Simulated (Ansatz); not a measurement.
## WS2 under changes of volume

One of the cells (18.196 Å³/atom); the others are scaled copies at fixed shape and fractional positions:

```
W S
1.0
     3.16058   -1.93750    0.00000
     3.16058    1.93750    0.00000
    -0.00311    0.00000    4.45709
W S
1 2
Direct
  0.00000 0.00000 0.00000
  0.68790 0.68790 0.28890
  0.31210 0.31210 0.71110
```

The cell was built by a generator and isn't the measured one.

- Program: Ansatz 0.2.0
- Functional: PBE
- Potentials or basis: all-electron LAPW, scalar-relativistic
- Cutoff: 301 eV (chosen from the basis error)
- Basis error allowed: 0.001 eV/atom
- k mesh: 8 × 8 × 6
- Occupations: fermi-dirac, width 0.05 eV
- Spin: no spin polarisation

| volume (Å³/atom) | energy over the lowest point (meV/atom) | pressure (GPa) | largest force (eV/Å) |
| --- | --- | --- | --- |
| 17.104 | 2.91 | 2.9 | 1.698 |
| 17.468 | 0.00 | -0.2 | 1.596 |
| 17.832 | 3.65 | -2.9 | 1.533 |
| 18.196 | 13.20 | -5.4 | 1.505 |
| 18.560 | 27.98 | -7.5 | 1.507 |
| 18.924 | 47.49 | -9.5 | 1.532 |
| 19.287 | ? | ? | ? |

Question: What does the run at 19.287 Å³/atom give?

Answer: Energy over the lowest point 71.18 meV/atom; pressure -11.2 GPa; largest force 1.575 eV/Å.

Worked out: A Birch-Murnaghan fit of order 3 (a polynomial in V^(-2/3)) to the other rows has its minimum at 17.44 Å³/atom with B0 = V·E''(V) = 140 GPa and B' = 4.3 at fixed shape and positions, which overstates the stiffness. It gives 71.13 meV/atom at 19.287 Å³/atom, against the run's 71.18, and -dE/dV = -11.3 GPa, against -11.2.

Energies are extrapolated to zero smearing.

Caveats: forces of over 1 eV/Å show positions far from the minimum, so gaps and moduli don't describe the material at rest.
